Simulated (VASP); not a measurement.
# A VASP 6.6.1 single-point calculation on HgTe

INCAR

```
NBANDS = 16
ISIF = 2
LCHARG = .FALSE.
ISMEAR = -1
PREC = Accurate
LREAL = .FALSE.
METAGGA = MS2
LWAVE = .FALSE.
IBRION = -1
NSW = 0
ALGO = VeryFast
SIGMA = 0.02
ENCUT = 520
EDIFF = 1E-7
NELM = 120
LASPH = .FALSE.
```

KPOINTS

```
KPOINTS created by Atomic Simulation Environment
0
Gamma
6 6 6
0 0 0
```

POSCAR

```
Hg Te
 1.0000000000000000
     0.0000000000000000    3.2233747286000001    3.2233747286000001
     3.2233747286000001    0.0000000000000000    3.2233747286000001
     3.2233747286000001    3.2233747286000001    0.0000000000000000
 Hg  Te
   1   1
Cartesian
  0.0000000000000000  0.0000000000000000  0.0000000000000000
  1.6116873642999998  1.6116873642999998  1.6116873642999998
```

The recommended PBE PAW datasets give the neutral cell 18 valence electrons.

Command

```
mpirun -np 1 vasp_std
```

OSZICAR

```
N       E                     dE             d eps       ncg     rms          rms(c)
RMM:   1     0.173250266230E+03    0.17325E+03   -0.48508E+03   256   0.761E+02
RMM:   2     0.503338120037E+02   -0.12292E+03   -0.11780E+03   256   0.181E+02
RMM:   3     0.122423516846E+02   -0.38091E+02   -0.29522E+02   256   0.838E+01
RMM:   4     0.502662472922E+01   -0.72157E+01   -0.42245E+01   256   0.367E+01
RMM:   5     0.423227710337E+01   -0.79435E+00   -0.53839E+00   256   0.133E+01
RMM:   6     0.413190357854E+01   -0.10037E+00   -0.80574E-01   256   0.514E+00
RMM:   7     0.411500095671E+01   -0.16903E-01   -0.15344E-01   256   0.244E+00
RMM:   8     0.411127636230E+01   -0.37246E-02   -0.35395E-02   256   0.124E+00
RMM:   9     0.411027636772E+01   -0.99999E-03   -0.97252E-03   635   0.662E-01
RMM:  10     0.410980867818E+01   -0.46769E-03   -0.46121E-03   611   0.389E-01
...
RMM:  15     0.198976523588E+02    0.49199E-01   -0.11740E-01   891   0.300E+00    0.141E+00
RMM:  16     0.199003239147E+02    0.26716E-02   -0.23067E-02   809   0.144E+00    0.441E-01
RMM:  17     0.199013129238E+02    0.98901E-03   -0.41788E-03   586   0.581E-01    0.120E-01
RMM:  18     0.199013191316E+02    0.62078E-05   -0.18502E-04   584   0.124E-01    0.331E-02
RMM:  19     0.199013160593E+02   -0.30722E-05   -0.20633E-05   618   0.375E-02    0.292E-02
RMM:  20     0.199013173813E+02    0.13220E-05   -0.16075E-06   610   0.970E-03    0.454E-02
RMM:  21     0.199013147498E+02   -0.26316E-05   -0.23259E-06   577   0.133E-02    0.176E-02
RMM:  22     0.199013139772E+02   -0.77261E-06   -0.44836E-07   511   0.545E-03    0.667E-03
RMM:  23     0.199013139545E+02   -0.22642E-07   -0.70884E-08   435   0.201E-03
   1 F= 0.19901314E+02 E0= 0.19901491E+02  d E =-.353625E-03
```

From OUTCAR

```
k-points           NKPTS =     16   k-points in BZ     NKDIM =     16   number of bands    NBANDS=     16

   NELECT =      18.0000    total number of electrons

   dimension x,y,z NGX =    36 NGY =   36 NGZ =   36
   dimension x,y,z NGXF=    72 NGYF=   72 NGZF=   72

  energy-cutoff  :      520.00
  volume of cell :       66.98
      direct lattice vectors                 reciprocal lattice vectors
     0.000000000  3.223374729  3.223374729    -0.155116932  0.155116932  0.155116932
     3.223374729  0.000000000  3.223374729     0.155116932 -0.155116932  0.155116932
     3.223374729  3.223374729  0.000000000     0.155116932  0.155116932 -0.155116932

 k-points in reciprocal lattice and weights: KPOINTS created by Atomic Simulation Env
   0.00000000  0.00000000  0.00000000       0.005
   0.16666667  0.00000000  0.00000000       0.037
   0.33333333  0.00000000  0.00000000       0.037
   0.50000000  0.00000000  0.00000000       0.019
   0.16666667  0.16666667  0.00000000       0.028
   0.33333333  0.16666667  0.00000000       0.111
   0.50000000  0.16666667  0.00000000       0.111
  -0.33333333  0.16666667  0.00000000       0.111
   ...

 E-fermi :   3.0833

 k-point     1 :       0.0000    0.0000    0.0000
  band No.  band energies     occupation
      1      -8.9925      2.00000
      2      -4.3927      2.00000
      3      -4.3927      2.00000
      4      -4.3927      2.00000
      5      -3.8557      2.00000
      6      -3.8557      2.00000
      7       2.4816      2.00000
      8       3.0694      1.33334
      9       3.0694      1.33333
     10       3.0694      1.33333
     11       7.2408      0.00000
     12       7.2408      0.00000
     13       7.2408      0.00000
     14       9.4891      0.00000
     15      12.6090      0.00000
     16      12.9120      0.00000

 k-point     2 :       0.1667    0.0000    0.0000
  band No.  band energies     occupation
      1      -8.8535      2.00000
      2      -4.3555      2.00000
      3      -4.3555      2.00000
      4      -4.3366      2.00000
      5      -3.8586      2.00000
      6      -3.8586      2.00000
      7       0.7303      2.00000
      8       2.7659      2.00000
      9       2.7659      2.00000
     10       3.9446      0.00000
     11       7.3250      0.00000
     12       7.6286      0.00000
     13       7.6286      0.00000
     14      10.7934      0.00000
     15      11.5845      0.00000
     16      11.5847      0.00000

 k-point     3 :       0.3333    0.0000    0.0000
  band No.  band energies     occupation
      1      -8.5540      2.00000
      2      -4.2915      2.00000
      3      -4.2915      2.00000
      4      -4.0394      2.00000
      5      -3.8480      2.00000
      6      -3.8480      2.00000
      7      -1.3105      2.00000
      8       2.2634      2.00000
      9       2.2634      2.00000
     10       3.9203      0.00000
     11       8.0279      0.00000
     12       8.0279      0.00000
     13       8.9344      0.00000
     14      10.5594      0.00000
     15      11.9160      0.00000
     16      11.9160      0.00000

 ...

  Total        0.5095940      0.5095940      0.5095940     -0.0000000      0.0000000      0.0000000
  in kB       12.1891248     12.1891248     12.1891248     -0.0000000      0.0000000      0.0000000
  external PRESSURE =      12.1891248 kB  Pullay stress =       0.0000000 kB

 POSITION                                       TOTAL-FORCE (eV/Angst)
 -----------------------------------------------------------------------------------
      0.00000      0.00000      0.00000         0.000000      0.000000     -0.000000
      1.61169      1.61169      1.61169        -0.000000     -0.000000      0.000000
 -----------------------------------------------------------------------------------
    total drift:                                0.000001      0.000001      0.000001

  FREE ENERGIE OF THE ION-ELECTRON SYSTEM (eV)
  ---------------------------------------------------
  free  energy   TOTEN  =        19.9013139545 eV

  energy  without entropy=       19.9016675796  energy(sigma->0) =       19.90149077
```

It converged. Results: gap between bands v and c on the k mesh 0.00 eV; least direct gap on the k mesh 0.00 eV; pressure 1.2 GPa. Band v is the last that the valence electrons fill when counted band by band, and c is the next.

For comparison, a separate PBE run of the intended cell, on usual settings and not on those above, gives a gap of 0.00 eV on its mesh and a pressure of 4.2 GPa.

The run above took about 82 s on one core of a shared host (Intel Xeon Platinum 8488C) and held 0.21 GiB at most.
